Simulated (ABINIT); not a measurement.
A run of ABINIT 10.8.3 (patched build) is set up as follows.

run.abi

```
ndtset 7
scalecart1 3*0.9795861087
scalecart2 3*0.9864848297
scalecart3 3*0.9932883884
scalecart4 3*1.0000000000
scalecart5 3*1.0066227096
scalecart6 3*1.0131594038
scalecart7 3*1.0196128224

pp_dirpath "./"
pseudos "Fe.GGA_PBE-JTH.xml"

acell 3*1.0
rprim
    -2.7268747978     2.7268747978     2.7268747978
     2.7268747978    -2.7268747978     2.7268747978
     2.7268747978     2.7268747978    -2.7268747978
ntypat 1
znucl 26
natom 1
typat 1
xred
     0.0000000000     0.0000000000     0.0000000000

ecut 843.552974 eV
pawecutdg 53.0

kptopt 1
ngkpt 13 13 13
nshiftk 1
shiftk 0.0 0.0 0.0

ixc -497498
usekden 1
pawxcdev 0

nband 13
occopt 3
tsmear 0.00183747

nsppol 2
spinat
     0.0000000000     0.0000000000     3.0000000000

nstep 100
tolvrs 1.0e-7

iomode 3
prtwf 0
prtden 0
prteig 0
prtebands 0
```

Potentials or basis: JTH PAW PBE v2.0.

Run with:

```console
$ mpirun --bind-to none -np 4 abinit run.abi > log 2>&1
```

Task: Estimate the equilibrium volume.

Result: 11.76 Å³/atom.

Task: What does it give for the bulk modulus?

Result: 202 GPa.

Task: Predict the pressure derivative of the bulk modulus.

Result: 5.3 (rough: it moves with the points fitted).

Energy against volume, from the lowest point:
| volume (Å³/atom) | energy (meV/atom) |
| --- | --- |
| 11.298 | 12.24 |
| 11.538 | 2.62 |
| 11.778 | 0.00 |
| 12.019 | 3.57 |
| 12.259 | 12.44 |
| 12.499 | 26.03 |
| 12.740 | 43.90 |

Caveat: pressures at fixed basis lie under the slope of the energies; the PAW data sets were made with another functional, which shifts forces and pressure a little.

**Experimental background.**

From “Pressure Induced Densification and Compression in a Reprocessed Borosilicate Glass”, 2018, pmc:5793612, for a bulk crystal of Fe: bulk modulus 166.4 GPa.

Against the measured bulk modulus of Fe, 166.4 GPa (quoted in “Pressure Induced Densification and Compression in a Reprocessed Borosilicate Glass”, 2018, pmc:5793612), the calculated 202 GPa is off by +21.4 %. The fit is for a static lattice scaled at fixed shape and fixed fractional positions.
